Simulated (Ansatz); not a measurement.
Zinc-blende ZnTe was calculated with PBE-D4 in Ansatz (PAW).

Numerical settings: plane-wave cutoff 500 eV, 10×10×10 k mesh, gaussian smearing 0.02 eV, scalar-relativistic PAW data made under PBE.

Cell (relaxed at this level):

```cif
data_TeZn
_chemical_formula_sum 'Zn1 Te1'
_space_group_name_H-M_alt 'P 1'
_space_group_IT_number 1
_cell_length_a 4.30230
_cell_length_b 4.30230
_cell_length_c 4.30230
_cell_angle_alpha 60.000
_cell_angle_beta 60.000
_cell_angle_gamma 60.000
loop_
_space_group_symop_operation_xyz
  'x, y, z'
loop_
_atom_site_label
_atom_site_type_symbol
_atom_site_fract_x
_atom_site_fract_y
_atom_site_fract_z
_atom_site_occupancy
Zn1 Zn 0.00000 0.00000 0.00000 1
Te1 Te 0.25000 0.25000 0.25000 1
```

Question: Predict the band gap.

Answer: 
- band gap: 1.29 eV (on the SCF k mesh)

Measured, for comparison: band gap 2.43 eV (zero-point renormalisation of 40 meV (experimental, the table's column) added back here, direct; inputs from Miglio et al. (2020), arXiv:2011.12765).

Spin–orbit coupling is not included; with these elements it can move the gap by several tenths of an eV or more.

Computed values are for the static lattice.

Ansatz is an electronic-structure program.
